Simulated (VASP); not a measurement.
Wanted: the native input for a VASP 6.6.1 run.

```
Task                   : single point
Functional             : PBE
Potentials or basis    : VASP PAW PBE potentials, release 64 (Pt)
Cutoff                 : 520 eV
k mesh                 : 8 × 8 × 8
Occupations            : gaussian, width 0.05 eV
Spin                   : no spin polarisation
Dipole correction      : no
Further INCAR settings : ALGO = Normal; EDIFF = 1e-07; NBANDS = 11
```

The structure of Pt lies in POSCAR:

```
Pt
1.0
   -1.5855398432      1.5855398432      1.5855398432
    1.5855398432     -1.5855398432      1.5855398432
    1.5855398432      1.5855398432     -1.5855398432
Pt
1
Direct
    0.0000000000      0.0000000000      0.0000000000
```

The cell was built by a generator and needn't be a form met in nature.

One way to write it, as run:

INCAR

```
ALGO = Normal
EDIFF = 1E-7
ENCUT = 520
GGA = PE
ISIF = 2
ISMEAR = 0
LASPH = True
LCHARG = False
LREAL = False
LWAVE = False
NBANDS = 11
NELM = 80
PREC = Accurate
SIGMA = 0.05
```

KPOINTS

```
k-points
0
Gamma
  8 8 8
```

Potentials or basis: VASP PAW PBE potentials, release 64 (Pt).

Command:

```bash
$ cat potpaw_PBE.64/Pt/POTCAR > POTCAR
$ mpirun -np 1 vasp_std > vasp.out
```

It gave:

The pressure is -0.6 GPa. The band gap on the k mesh is none (metal or under the smearing width).

Run time: 3.8 s on 1 thread of Intel(R) Xeon(R) Platinum 8488C (Sapphire Rapids), with other jobs on the host, peak memory 0.12 GiB.
